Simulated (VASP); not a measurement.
## SnO2 (Cassiterite): single point with PBE

SnO2 (Cassiterite):

```
Sn O
1.0
     4.73800    0.00000    0.00000
     0.00000    4.73800    0.00000
     0.00000    0.00000    3.18650
Sn O
2 4
Cartesian
  2.3690 2.3690 1.5933
  0.0000 0.0000 0.0000
  3.8240 0.9140 1.5933
  3.2830 3.2830 0.0000
  0.9140 3.8240 1.5933
  1.4550 1.4550 0.0000
```

| Item | Value |
| --- | --- |
| Program | VASP 6.6.1 |
| Task | single point |
| Functional | PBE |
| Potentials or basis | VASP PAW PBE potentials, release 64 (Sn_d, O) |
| Cutoff | 520 eV |
| k mesh | 6 × 6 × 8 |
| Occupations | gaussian, width 0.014 eV |
| Spin | no spin polarisation |
| Further INCAR settings | ALGO = Normal; EDIFF = 1e-06 |

```yaml
Pressure: 11.8 GPa
Largest_force: 0.294 eV/Å
Band_gap_on_the_k_mesh: 1.27 eV, direct
```

Forces on the atoms (eV/Å):
```
Sn   0.000  0.000  0.000
Sn   0.000  0.000  0.000
O   -0.208  0.208  0.000
O    0.208  0.208  0.000
O    0.208 -0.208  0.000
O   -0.208 -0.208  0.000
```

Stress tensor (GPa, compression positive):
```
10.71  0.00  0.00
 0.00 10.71  0.00
 0.00  0.00 14.01
```

Levels at points of the mesh, in eV from the valence-band top:
| k point | band 22 | band 23 | band 24 | band 25 | band 26 | band 27 | band 28 | band 29 | band 30 | band 31 |
| --- | --- | --- | --- | --- | --- | --- | --- | --- | --- | --- |
| (0.00, 0.00, 0.00) | -1.23 | -1.23 | -0.78 | -0.78 | 0.00 | 1.27 | 6.15 | 6.35 | 6.35 | 10.49 |
| (0.50, 0.00, 0.00) | -1.95 | -1.19 | -1.19 | -0.64 | -0.64 | 4.44 | 4.44 | 7.09 | 7.09 | 10.97 |
| (0.50, 0.50, 0.00) | -1.96 | -1.31 | -1.31 | -0.90 | -0.90 | 4.84 | 4.84 | 7.53 | 7.53 | 11.01 |
| (0.00, 0.00, 0.50) | -2.59 | -1.66 | -1.66 | -1.26 | -1.26 | 6.23 | 6.23 | 9.78 | 9.78 | 10.71 |
| (0.50, 0.00, 0.50) | -1.73 | -1.10 | -1.10 | -0.69 | -0.69 | 6.51 | 6.51 | 8.07 | 8.07 | 11.06 |
| (0.50, 0.50, 0.50) | -2.43 | -0.97 | -0.97 | -0.84 | -0.84 | 4.92 | 4.92 | 8.88 | 8.88 | 11.05 |

Wall time 74 s on 1 thread of Intel(R) Xeon(R) Platinum 8488C (Sapphire Rapids) (shared host), peak memory 0.23 GiB.

Caveat: spin-orbit coupling is left out, which moves the levels of the heavy elements.
